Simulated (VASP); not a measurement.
MoSe2:

```xyz
6
Lattice="3.2787 0.0000 0.0000 -1.6393 2.8394 0.0000 0.0000 0.0000 12.7250" Properties=species:S:1:pos:R:3 pbc="T T T"
Mo    0.0000    1.8929    3.1813
Mo    1.6393    0.9465    9.5438
Se    0.0000    1.8929    7.8683
Se    1.6393    0.9465    1.5058
Se    0.0000    1.8929   11.2192
Se    1.6393    0.9465    4.8567
```

Base run:

| Property | Result |
| --- | --- |
| Program | VASP 6.6.1 |
| Functional | PBE |
| Potentials or basis | VASP PAW PBE potentials, release 64 (Mo_sv, Se) |
| Cutoff | 520 eV |
| k mesh | 9 × 9 × 2 |
| Occupations | gaussian, width 0.03 eV |
| Spin | no spin polarisation |

Its results: band gap on the k mesh 0.84 eV, indirect (least direct gap 1.46 eV).

Q: After a change of settings the same cell gave: band gap on the k mesh 1.01 eV, indirect (least direct gap 1.46 eV). Which change was it?
A. functional from PBE to TB-mBJ
B. functional from PBE to LDA; potentials or basis from VASP PAW PBE potentials, release 64 (Mo_sv, Se) to VASP PAW LDA potentials, release 64 (Mo_sv, Se)
C. further incar settings from ALGO = Normal; EDIFF = 1e-06; NBANDS = 35 to ALGO = Normal; EDIFF = 1e-06; NBANDS = 50
D. k mesh from 9 × 9 × 2 to 12 × 12 × 3; further incar settings from ALGO = Normal; EDIFF = 1e-06; NBANDS = 35 to ALGO = Normal; EDIFF = 1e-08

A: A.

Caveats: the mesh misses the band edges, which the band path finds closer together.
